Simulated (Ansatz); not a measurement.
# TiO2: the cost of one run

All numbers below are computed with Ansatz 0.2.0 (DFT PBE, scalar-relativistic, plane waves, PAW).

**1. The structure to begin with**

The cell holds 18 atoms (O12Ti6): a = 5.969 Å, b = 6.077 Å, c = 5.962 Å, α = 91.03°, β = 92.39°, γ = 91.22°.

It is the last frame of an earlier stage of the same melt, run at 1360 K.

As a file:

```xyz
18
Lattice="5.9678 -0.0647 -0.1248 -0.0647 6.0763 -0.0549 -0.1248 -0.0549 5.9604" Properties=species:S:1:pos:R:3 pbc="T T T"
Ti    5.2853    0.2787    5.2854
Ti    2.8812    4.4942    3.9675
Ti    5.7875    3.0359    4.0250
Ti    4.1884    2.8390    1.0747
Ti    0.7281    0.8594    2.1992
Ti    2.8858    5.9434    0.6060
O     5.2882    4.8066    4.4384
O     2.7571    1.7962    1.3399
O     0.3768    1.1059    4.0173
O     0.2109    2.6970    2.2537
O     4.9029    0.2191    1.1300
O     1.6402    3.4935    4.4181
O     3.3164    0.2585    4.9195
O     0.9718    5.9421    0.5142
O     4.0209    3.4989    2.9300
O     2.0904    5.4821    2.6127
O     3.4845    4.2106    0.1334
O     4.8786    2.1192    5.4406
```

**2. Langevin stage at 300 K**

One k point, a Fermi-Dirac width of 0.050 eV and a fixed cell.

input.yaml reads:

```yaml
crystal:
  lattice:
    - [5.967823, -0.064688, -0.124811]
    - [-0.064688, 6.076315, -0.054889]
    - [-0.124811, -0.054889, 5.960406]
  atoms:
    - { symbol: Ti, position: [0.9052795046, 0.0636978218, 0.9062978043] }
    - { symbol: Ti, position: [0.5052117155, 0.7511818141, 0.6831395776] }
    - { symbol: Ti, position: [0.9900427631, 0.5165058214, 0.7007719124] }
    - { symbol: Ti, position: [0.7111741872, 0.4765904633, 0.1995830026] }
    - { symbol: Ti, position: [0.1313904717, 0.1462083707, 0.3730738782] }
    - { symbol: Ti, position: [0.4967625449, 0.9845015339, 0.1211419596] }
    - { symbol: O, position: [0.9110075814, 0.8076960045, 0.7711679578] }
    - { symbol: O, position: [0.4702334746, 0.30276086, 0.2374271606] }
    - { symbol: O, position: [0.0793577424, 0.1889733095, 0.6774026106] }
    - { symbol: O, position: [0.0482062849, 0.4478368972, 0.3832431198] }
    - { symbol: O, position: [0.826404419, 0.046730341, 0.2073137949] }
    - { symbol: O, position: [0.2969174488, 0.5849019012, 0.7528528524] }
    - { symbol: O, position: [0.5738400043, 0.0562234224, 0.8378977862] }
    - { symbol: O, position: [0.175541796, 0.9806816628, 0.0989777184] }
    - { symbol: O, position: [0.6908369567, 0.5878042725, 0.5114557754] }
    - { symbol: O, position: [0.3696534553, 0.9102443899, 0.4544602111] }
    - { symbol: O, position: [0.5923310225, 0.6996337144, 0.0412344513] }
    - { symbol: O, position: [0.8409736546, 0.3661469676, 0.933768085] }
  symmetry: { detect: false }
basis:
  ecutwfc: 420
  xc_grid: 1
kpoints:
  mp_grid: { grid: [1, 1, 1], shift: [0.0, 0.0, 0.0] }
hamiltonian:
  xc: pbe
scf:
  occupations: { method: fermi_dirac, width: 0.05 }
  lower_state_search: "off"
  convergence: { dr2_threshold: 1.0e-05 }
output:
  forces: true
  stress: true
md:
  timestep: 2.0
  n_steps: 250
  ensemble: nvt_langevin
  friction: 0.03
  temperature: 300.0
  initial_velocities: maxwell_boltzmann
  seed: 37119
```

The run is started by

```console
$ ansatz run input.yaml --threads 2 --pin off --max-ram 5120MiB --backend cpu --events-out ev --progress --plain --runs-dir out
```

What time and memory should one allow on 2 threads of AMD EPYC 9R45 (Zen 5), shared host?

About 56 s, with a peak of 0.42 GiB.
